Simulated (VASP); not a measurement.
# HfC (R-3m) in VASP: a series of runs

Runs on HfC. Level: PBE. Tasks: electric field gradients.

Everything below comes from runs of VASP 6.6.1. Logs are shortened: lines on timing, memory, paths and dates and some standing lists are left out, and cuts for length are marked.

### 1 The cell of the first run

The structure is trigonal, space group R-3m (No. 166). Conventional cell: a = 3.354 Å, b = 3.354 Å, c = 7.732 Å, α = 90.00°, β = 90.00°, γ = 120.00°. Hf (site symmetry -3m) has 6 C at 2.33 Å as nearest neighbours. C (site symmetry -3m) has 6 Hf at 2.33 Å as nearest neighbours.

### 2 Electric field gradients, PBE (equal xy, yz and zx shear strains of -4 %)

The input, INCAR:

```
PREC     = Accurate       # precision mode
ENCUT    = 520            # plane-wave cutoff, eV
EDIFF    = 1E-8           # SCF threshold, eV
ISMEAR   = -1             # smearing method
SIGMA    = 0.05           # smearing width, eV
LREAL    = False          # projectors in reciprocal space
LASPH    = True           # aspherical terms in the spheres
NELM     = 100            # most SCF steps
ALGO     = Normal         # electronic algorithm
ISIF     = 2              # what is computed and relaxed
LWAVE    = False          # write WAVECAR
LCHARG   = False          # write CHGCAR
GGA      = PE             # functional
LEFG     = True         
NBANDS   = 14             # bands
```

The input, KPOINTS:

```
regular mesh
0
Gamma
  12 12 12
```

The input, POSCAR:

```
HfC
1.0
   -0.0930000000      2.2785000000      2.2785000000
    2.2785000000     -0.0930000000      2.2785000000
    2.2785000000      2.2785000000     -0.0930000000
Hf C
1 1
Direct
    0.5000000000      0.5000000000      0.5000000000
    0.0000000000      0.0000000000      0.0000000000
```

Potentials or basis: VASP PAW PBE potentials, release 64 (Hf_pv, C).

On the command line:

```bash
$ cat potpaw_PBE.64/Hf_pv/POTCAR potpaw_PBE.64/C/POTCAR > POTCAR
$ mpirun -np 1 vasp_std > vasp.out
```

OUTCAR:

```text
PREC = Accurate
   ENCUT = 520
   EDIFF = 1E-8
   ISMEAR = -1
   LREAL = False
   LASPH = True
   NELM = 100
   ISIF = 2
   GGA = PE

 ion  position               nearest neighbor table
   1  0.500  0.500  0.500-   2 2.33   2 2.33   2 2.33   2 2.33   2 2.33   2 2.33
   2  0.000  0.000  0.000-   1 2.33   1 2.33   1 2.33   1 2.33   1 2.33   1 2.33

  LATTYP: Found a trigonal (rhomboedric) cell.
 ALAT       =     3.2236273823
 COS(alpha) =     0.4588014981

  Lattice vectors:

 A1 = (  -0.0930000000,   2.2785000000,   2.2785000000)
 A2 = (   2.2785000000,  -0.0930000000,   2.2785000000)
 A3 = (   2.2785000000,   2.2785000000,  -0.0930000000)

Analysis of symmetry for initial positions (statically):
=====================================================================
 Subroutine PRICEL returns:
 Original cell was already a primitive cell.

 Routine SETGRP: Setting up the symmetry group for a
 trigonal (rhombohedral) supercell.

 Subroutine GETGRP returns: Found 12 space group operations
 (whereof 12 operations were pure point group operations)
 out of a pool of 12 trial point group operations.

The static configuration has the point symmetry D_3d.

Analysis of symmetry for dynamics (positions and initial velocities):
=====================================================================
 Subroutine PRICEL returns:
 Original cell was already a primitive cell.

 Routine SETGRP: Setting up the symmetry group for a
 trigonal (rhombohedral) supercell.

 Subroutine GETGRP returns: Found 12 space group operations
 (whereof 12 operations were pure point group operations)
 out of a pool of 12 trial point group operations.

The dynamic configuration has the point symmetry D_3d.

 Subroutine INISYM returns: Found 12 space group operations
 (whereof 12 operations are pure point group operations),
 and found     1 'primitive' translations

----------------------------------------------------------------------------------------

                                     Primitive cell

  volume of cell :      25.1056

  direct lattice vectors                    reciprocal lattice vectors
    -0.093000000  2.278500000  2.278500000    -0.206444585  0.215229461  0.215229461
     2.278500000 -0.093000000  2.278500000     0.215229461 -0.206444585  0.215229461
     2.278500000  2.278500000 -0.093000000     0.215229461  0.215229461 -0.206444585

  length of vectors
     3.223627382  3.223627382  3.223627382     0.367786362  0.367786362  0.367786362

  position of ions in fractional coordinates (direct lattice)
     0.500000000  0.500000000  0.500000000
     0.000000000  0.000000000  0.000000000

  ion indices of the primitive-cell ions
   primitive index   ion index
                 1           1
                 2           2

----------------------------------------------------------------------------------------

 KPOINTS: regular mesh

Automatic generation of k-mesh.
 Grid dimensions read from file:
 generate k-points for:   12   12   12

 Generating k-lattice:

  Cartesian coordinates                     Fractional coordinates (reciprocal lattice)
    -0.017203715  0.017935788  0.017935788     0.083333333  0.000000000 -0.000000000
     0.017935788 -0.017203715  0.017935788     0.000000000  0.083333333 -0.000000000
     0.017935788  0.017935788 -0.017203715     0.000000000  0.000000000  0.083333333

  Length of vectors
     0.030648864  0.030648864  0.030648864

  Shift w.r.t. Gamma in fractional coordinates (k-lattice)
     0.000000000  0.000000000  0.000000000

 Subroutine IBZKPT returns following result:
 ===========================================

 Found    189 irreducible k-points:

 Following reciprocal coordinates:
[... 33 lines left out ...]
   NGXF,Y,Z  is equivalent  to a cutoff of  24.75, 24.75, 24.75 a.u.
 SYSTEM =  unknown system
   PREC   = accura    normal or accurate (medium, high low for compatibility)
   ISTART =      0    job   : 0-new  1-cont  2-samecut
   ICHARG =      2    charge: 1-file 2-atom 10-const
   ISPIN  =      1    spin polarized calculation?
   LNONCOLLINEAR =      F non collinear calculations
   LSORBIT =      F    spin-orbit coupling
   LASPH  =      T    aspherical Exc in radial PAW
   ENCUT  =  520.0 eV  38.22 Ry    6.18 a.u.   5.99  5.99  5.99*2*pi/ulx,y,z
   NELM   =    100;   NELMIN=  2; NELMDL= -5     # of ELM steps
   EDIFF  = 0.1E-07   stopping-criterion for ELM
   LREAL  =      F    real-space projection
   EDIFFG = 0.1E-06   stopping-criterion for IOM
   NSW    =      0    number of steps for IOM
   IBRION =     -1    ionic relax: 0-MD 1-quasi-New 2-CG
   NFREE  =      0    steps in history (QN), initial steepest desc. (CG)
   ISIF   =      2    stress and relaxation
   ISYM   =      2    0-nonsym 1-usesym 2-fastsym
   POTIM  = 0.5000    time-step for ionic-motion
   TEBEG  =    0.0;   TEEND  =   0.0 temperature during run
   PSTRESS=    0.0 pullay stress
   NELECT =      14.0000    total number of electrons
   NUPDOWN=      -1.0000    fix difference up-down
   EMIN   =  10.00;   EMAX   =-10.00  energy-range for DOS
   EFERMI =   0.00;   METHOD = LEGACY
   ISMEAR =    -1;   SIGMA  =   0.05  broadening in eV -4-tet -1-fermi 0-gaus
   EFERMI_NEDOS =   21; number of points for ismear=-14 and -15
   IALGO  =     38    algorithm
   IMIX   =      4    mixing-type and parameters
     AMIX     =   0.40;   BMIX     =  1.00
     AMIX_MAG =   1.60;   BMIX_MAG =  1.00
  volume/ion in A,a.u.               =      12.55        84.71
  Fermi-wavevector in a.u.,A,eV,Ry     =   1.347496  2.546397 24.704703  1.815744
  Thomas-Fermi vector in A             =   2.475241
   LORBIT       =      0    0 simple, 1 ext, 2 COOP (PROOUT), +10 PAW based schemes
   GGA     = PE    functional components
   LHFCALC =     F    Hartree Fock is set to
   AEXX    =    0.0000 exact exchange contribution
   IVDW    =     0    specifies the selected vdW correction
   LEPSILON=     F    determine dielectric tensor
   LRPA    =     F    only Hartree local field effects (RPA)
 non-spin polarized calculation
  energy-cutoff  :      520.00
  volume of cell :       25.11
 maximum number of plane-waves:       694
   NGX = 11   NGY = 11   NGZ = 11

 number of electron      14.0000000 magnetization

 Free energy of the ion-electron system (eV)
  ---------------------------------------------------
  ext. energy  EPLUGINS =         0.00000000
  ---------------------------------------------------
  free energy    TOTEN  =       -20.98325875 eV

  energy without entropy =      -20.98050869  energy(sigma->0) =      -20.98188372

 E-fermi :   5.9540     XC(G=0): -12.2932

 val. band max:        5.8891275376   @ k =   0.4167   0.3333  -0.0000
 cond. band min:       5.9960405786   @ k =   0.4167   0.4167  -0.0000
 fundamental gap:      0.1069130410
 Fermi energy:         5.9539622072

 k-point     1 :       0.0000    0.0000    0.0000
  band No.  band energies     occupation
      1     -23.6184      2.00000
      2     -23.6184      2.00000
      3     -23.5776      2.00000
      4      -6.3529      2.00000
      5       6.8465      0.00000
      6       6.8465      0.00000
      7       7.0335      0.00000
      8       7.0335      0.00000
      9       7.2255      0.00000
     10       7.8983      0.00000
     11       9.4120      0.00000
     12       9.4120      0.00000
     13      12.8927      0.00000
     14      17.0223      0.00000
[... 377 lines left out ...]
      1     -24.2095      2.00000
      2     -23.7898      2.00000
      3     -23.6803      2.00000
      4      -3.0616      2.00000
      5       0.5099      2.00000
      6       3.1142      2.00000
      7       3.6006      2.00000
      8       9.8454      0.00000
      9      10.7143      0.00000
     10      11.6060      0.00000
     11      14.5562      0.00000
     12      16.0455      0.00000
     13      16.7121      0.00000
     14      19.2218      0.00000

 [... further k-points ...]

------------------------ aborting loop because EDIFF is reached ----------------------------------------

  FORCE on cell =-STRESS in cart. coord.  units (eV):
  Direction    XX          YY          ZZ          XY          YZ          ZX
  --------------------------------------------------------------------------------------
  -------------------------------------------------------------------------------------
  Total       -0.0250347     -0.0250347     -0.0250347      1.0198480      1.0198480      1.0198480
  in kB       -1.5976512     -1.5976512     -1.5976512     65.0842002     65.0842002     65.0842002
  external PRESSURE =      -1.5976512 kB  Pullay stress =       0.0000000 kB

 VOLUME and BASIS-vectors are now :
 -----------------------------------------------------------------------------
  energy-cutoff  :      520.00
  volume of cell :       25.11
      direct lattice vectors                 reciprocal lattice vectors
    -0.093000000  2.278500000  2.278500000    -0.206444585  0.215229461  0.215229461
     2.278500000 -0.093000000  2.278500000     0.215229461 -0.206444585  0.215229461
     2.278500000  2.278500000 -0.093000000     0.215229461  0.215229461 -0.206444585

 POSITION                                       TOTAL-FORCE (eV/Angst)
 -----------------------------------------------------------------------------------
      2.23200      2.23200      2.23200         0.000000      0.000000     -0.000000
      0.00000      0.00000      0.00000         0.000000      0.000000      0.000000
 -----------------------------------------------------------------------------------
    total drift:                                0.000000     -0.000000      0.000000

  FREE ENERGIE OF THE ION-ELECTRON SYSTEM (eV)
  ---------------------------------------------------
  free  energy   TOTEN  =       -20.9832587550 eV

  energy  without entropy=      -20.9805086928  energy(sigma->0) =      -20.98188372

 Electric field gradients (V/A^2)
---------------------------------------------------------------------
 ion       V_xx      V_yy      V_zz      V_xy      V_xz      V_yz
---------------------------------------------------------------------
   1      -0.000    -0.000     0.000     4.689     4.689     4.689
   2      -0.000    -0.000     0.000     0.384     0.384     0.384
---------------------------------------------------------------------

 Electric field gradients after diagonalization (V/A^2)
 (convention: |V_zz| > |V_xx| > |V_yy|)
----------------------------------------------------------------------
 ion       V_xx      V_yy      V_zz     asymmetry (V_yy - V_xx)/ V_zz
----------------------------------------------------------------------
   1      -4.689    -4.689     9.379       0.000
   2      -0.384    -0.384     0.769       0.000
----------------------------------------------------------------------

           NMR quadrupolar parameters

 Cq : quadrupolar parameter    Cq=e*Q*V_zz/h
 eta: asymmetry parameters     (V_yy - V_xx)/ V_zz
 Q  : nuclear electric quadrupole moment in mb (millibarn)
----------------------------------------------------------------------
 ion       Cq(MHz)       eta       Q (mb)
----------------------------------------------------------------------
   1       0.023       0.000       1.000
   2       0.002       0.000       1.000
----------------------------------------------------------------------
```

Run time: 33 s. Hardware: 1 thread of AMD EPYC 9R45 (Zen 5), shared host; peak memory 0.16 GiB.

What came out:

```yaml
Free_energy: -20.9833 eV
Pressure: -0.2 GPa
Band_gap_on_the_k_mesh: none (metal or under the smearing width)
```

Electric field gradients, principal values (V/Å²):
```tsv
atom	Vxx	Vyy	Vzz
1 Hf	-4.689	-4.689	9.379
2 C	-0.384	-0.384	0.769
```

### 3 Electric field gradients, PBE (z stretched by -2 % at fixed volume, crystal datasets)

The input, INCAR:

```
SYSTEM = HfC
PREC = Accurate ; ENCUT = 520
EDIFF = 1E-8 ; ISMEAR = -1
SIGMA = 0.05 ; LREAL = .False.
LASPH = .True. ; NELM = 80
ALGO = Fast ; ISIF = 2
LWAVE = .False. ; LCHARG = .False.
GGA = PE ; LEFG = .True.
NBANDS = 14
```

The input, KPOINTS:

```
Automatic mesh
0
Gamma
  12 12 12
  0 0 0
```

The input, POSCAR:

```
HfC
1.0
    0.0000000000      2.3486046662      2.2785000000
    2.3486046662      0.0000000000      2.2785000000
    2.3486046662      2.3486046662      0.0000000000
Hf C
1 1
Direct
    0.5000000000      0.5000000000      0.5000000000
    0.0000000000      0.0000000000      0.0000000000
```

Potentials or basis: VASP PAW PBE potentials, release 64 (Hf_pv, C).

On the command line:

```bash
$ cat potpaw_PBE.64/Hf_pv/POTCAR potpaw_PBE.64/C/POTCAR > POTCAR
$ mpirun -np 1 vasp_std > vasp.out
```

OUTCAR:

```text
SYSTEM = HfC
   PREC = Accurate
   ENCUT = 520
   EDIFF = 1E-8
   ISMEAR = -1
   LREAL = .False.
   LASPH = .True.
   NELM = 80
   ISIF = 2
   GGA = PE

 ion  position               nearest neighbor table
   1  0.500  0.500  0.500-   2 2.28   2 2.28   2 2.35   2 2.35   2 2.35   2 2.35
   2  0.000  0.000  0.000-   1 2.28   1 2.28   1 2.35   1 2.35   1 2.35   1 2.35

  LATTYP: Found a body centered tetragonal cell.
 ALAT       =     3.3214285716
 C/A-ratio  =     1.3719999999

  Lattice vectors:

 A1 = (   0.0000000000,  -2.3486046662,  -2.2785000000)
 A2 = (   0.0000000000,   2.3486046662,  -2.2785000000)
 A3 = (   2.3486046662,   0.0000000000,   2.2785000000)

Analysis of symmetry for initial positions (statically):
=====================================================================
 Subroutine PRICEL returns:
 Original cell was already a primitive cell.

 Routine SETGRP: Setting up the symmetry group for a
 body centered tetragonal supercell.

 Subroutine GETGRP returns: Found 16 space group operations
 (whereof 16 operations were pure point group operations)
 out of a pool of 16 trial point group operations.

The static configuration has the point symmetry D_4h.

Analysis of symmetry for dynamics (positions and initial velocities):
=====================================================================
 Subroutine PRICEL returns:
 Original cell was already a primitive cell.

 Routine SETGRP: Setting up the symmetry group for a
 body centered tetragonal supercell.

 Subroutine GETGRP returns: Found 16 space group operations
 (whereof 16 operations were pure point group operations)
 out of a pool of 16 trial point group operations.

[... 168 lines left out ...]
     11       9.1434      0.00000
     12       9.4510      0.00000
     13      12.8951      0.00000
     14      16.9640      0.00000
[... 377 lines left out ...]
      1     -24.2223      2.00000
      2     -23.7858      2.00000
      3     -23.7389      2.00000
      4      -3.0711      2.00000
      5       0.5700      2.00000
      6       3.2556      2.00000
      7       3.2905      2.00000
      8      10.0058      0.00000
      9      10.9859      0.00000
     10      11.0989      0.00000
     11      14.8340      0.00000
     12      16.2404      0.00000
     13      16.5453      0.00000
     14      19.2514      0.00000

 [... further k-points ...]
[... 5 lines left out ...]
  --------------------------------------------------------------------------------------
  -------------------------------------------------------------------------------------
  Total       -0.6703124     -0.6703124      1.3425837      0.0000000      0.0000000     -0.0000000
  in kB      -42.7256812    -42.7256812     85.5762191      0.0000000      0.0000000     -0.0000000
  external PRESSURE =       0.0416189 kB  Pullay stress =       0.0000000 kB

 VOLUME and BASIS-vectors are now :
 -----------------------------------------------------------------------------
  energy-cutoff  :      520.00
  volume of cell :       25.14
      direct lattice vectors                 reciprocal lattice vectors
     0.000000000  2.348604666  2.278500000    -0.212892364  0.212892364  0.219442616
     2.348604666  0.000000000  2.278500000     0.212892364 -0.212892364  0.219442616
     2.348604666  2.348604666  0.000000000     0.212892364  0.212892364 -0.219442616

 POSITION                                       TOTAL-FORCE (eV/Angst)
 -----------------------------------------------------------------------------------
      2.34860      2.34860      2.27850         0.000000     -0.000000      0.000000
      0.00000      0.00000      0.00000        -0.000000      0.000000      0.000000
 -----------------------------------------------------------------------------------
    total drift:                                0.000000     -0.000000      0.000000

  FREE ENERGIE OF THE ION-ELECTRON SYSTEM (eV)
  ---------------------------------------------------
  free  energy   TOTEN  =       -21.0270313302 eV

  energy  without entropy=      -21.0250054620  energy(sigma->0) =      -21.02601840

 Electric field gradients (V/A^2)
---------------------------------------------------------------------
 ion       V_xx      V_yy      V_zz      V_xy      V_xz      V_yz
---------------------------------------------------------------------
   1      48.273    48.273   -96.547    -0.001     0.000     0.000
   2       2.149     2.149    -4.298     0.000    -0.000    -0.000
---------------------------------------------------------------------

 Electric field gradients after diagonalization (V/A^2)
 (convention: |V_zz| > |V_xx| > |V_yy|)
----------------------------------------------------------------------
 ion       V_xx      V_yy      V_zz     asymmetry (V_yy - V_xx)/ V_zz
----------------------------------------------------------------------
   1      48.274    48.273   -96.547       0.000
   2       2.149     2.149    -4.298       0.000
----------------------------------------------------------------------

           NMR quadrupolar parameters

 Cq : quadrupolar parameter    Cq=e*Q*V_zz/h
 eta: asymmetry parameters     (V_yy - V_xx)/ V_zz
 Q  : nuclear electric quadrupole moment in mb (millibarn)
----------------------------------------------------------------------
 ion       Cq(MHz)       eta       Q (mb)
----------------------------------------------------------------------
   1      -0.233       0.000       1.000
   2      -0.010       0.000       1.000
----------------------------------------------------------------------
```

Wall time 45 s (1 thread of AMD EPYC 9R45 (Zen 5), shared host); peak memory 0.16 GiB.

What came out:

```
Free energy            : -21.0270 eV
Pressure               : 0.0 GPa
Band gap on the k mesh : none (metal or under the smearing width)
```

Electric field gradients, principal values (V/Å²):
| atom | Vxx | Vyy | Vzz |
| --- | --- | --- | --- |
| 1 Hf | 48.273 | 48.274 | -96.547 |
| 2 C | 2.149 | 2.149 | -4.298 |

Spin-orbit coupling is left out, which matters for the levels of Hf.
